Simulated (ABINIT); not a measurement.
Runs of ABINIT 10.8.3 (patched build) on FePt (Tetraferroplatinum). The structure is tetragonal, space group P4/mmm (No. 123). The conventional cell has a = 2.724 Å, b = 2.724 Å, c = 3.720 Å, α = 90.00°, β = 90.00°, γ = 90.00°. Around Pt (site symmetry 4/mmm) lie 8 Fe at 2.68 Å and 4 Pt at 2.72 Å. Fe (site symmetry 4/mmm) has 8 Pt at 2.68 Å and 4 Fe at 2.72 Å as nearest neighbours. 

| level | potentials or basis | k mesh | cutoff (eV) | fine-grid cutoff | mesh quality | gap on the mesh (eV) | pressure (GPa) | moment (μB) |
| --- | --- | --- | --- | --- | --- | --- | --- | --- |
| LDA | JTH PAW LDA v2.0 | 4 × 4 × 3 | 544 | 1088.46 eV | coarse | none | - | 3.26 |
| PBEsol | JTH PAW PBE v2.0 | 6 × 6 × 4 | 707 | 1306.15 eV | coarse | none | -5.9 | 3.29 |
| LDA | JTH PAW LDA v2.0 | 6 × 6 × 4 | 544 | 1088.46 eV | coarse | none | - | 3.26 |
| PBEsol | JTH PAW PBE v2.0 | 8 × 8 × 6 | 707 | 1306.15 eV | not flagged | none | (b) | 3.35 |
| LDA | JTH PAW LDA v2.0 | 8 × 8 × 6 | 544 | 1088.46 eV | not flagged | none | - | (a) |

Alike in all rows: task single point; spin collinear, ferromagnetic start; cell as given; smearing fermi-dirac 0.05 eV.

Question: Fill in the values left out.

Answer: (a) 3.30; (b) -5.2.

Caveats: some runs use coarse meshes; the PAW data sets were made with another functional, which shifts forces and pressure a little (some runs).

A k mesh can miss the band edges, and the runs leave out spin-orbit coupling on Pt.

A gap of «none» marks a metal or a gap under the smearing width.

Runs at the PBE level aren't shown here.
